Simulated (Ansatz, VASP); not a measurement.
# Rb in VASP and in Ansatz

Contents of INCAR:

```
  ALGO = Fast
  EDIFF = 1E-6
  ENCUT = 520
  GGA = PS
  ISIF = 2
  ISMEAR = 0
  LASPH = True
  LCHARG = False
  LREAL = False
  LWAVE = False
  NBANDS = 10
  NELM = 60
  PREC = Accurate
  SIGMA = 0.15
```

The input KPOINTS:

```
k-points
0
Gamma
  12 12 12
```

File POSCAR:

```
Rb
1.0
   -2.7639100000      2.8060000000      2.8060000000
    2.7639100000     -2.8060000000      2.8060000000
    2.7639100000      2.8060000000     -2.8060000000
Rb
1
Direct
    0.0000000000      0.0000000000      0.0000000000
```

Input for Ansatz:

```yaml
crystal:
  lattice:
    - [-2.76391, 2.806, 2.806]
    - [2.76391, -2.806, 2.806]
    - [2.76391, 2.806, -2.806]
  atoms:
    - { symbol: Rb, position: [0.0, 0.0, 0.0] }
basis:
  ecutwfc: 420
kpoints:
  mp_grid: { grid: [12, 12, 12] }
hamiltonian:
  xc: pbesol
scf:
  occupations: { method: gaussian, width: 0.15 }
output:
  forces: true
  stress: true
  eigenvalues: true
```

Change from the starting cell: strain -0.0150 x Voigt [1, 0, 0, 0, 0, 0], atoms carried along.

Alike in both runs: task single point; functional PBEsol; k mesh 12 × 12 × 12; occupations gaussian, width 0.15 eV; no spin polarisation.

|  | VASP | Ansatz |
| --- | --- | --- |
| version | VASP 6.6.1 | Ansatz 0.2.0 |
| potentials or method | VASP PAW PBE potentials, release 64 (Rb_sv) | scalar-relativistic, plane waves, PAW |
| plane-wave cutoff (eV) | 520 | 420 |
| valence electrons in the cell | 9 | 9 |

|  | VASP | Ansatz | Ansatz less VASP |
| --- | --- | --- | --- |
| gap on the k mesh at the Fermi level (eV) | none | none | - |
| pressure (GPa) | 0.0 | 0.0 | 0.00 |

A gap of «none» marks a metal or a gap that the smearing closes. The functional is the same, so the differences come from potentials, cutoffs and numerics.

Caveats: the PAW data sets were made with another functional, which shifts forces and pressure a little (VASP).
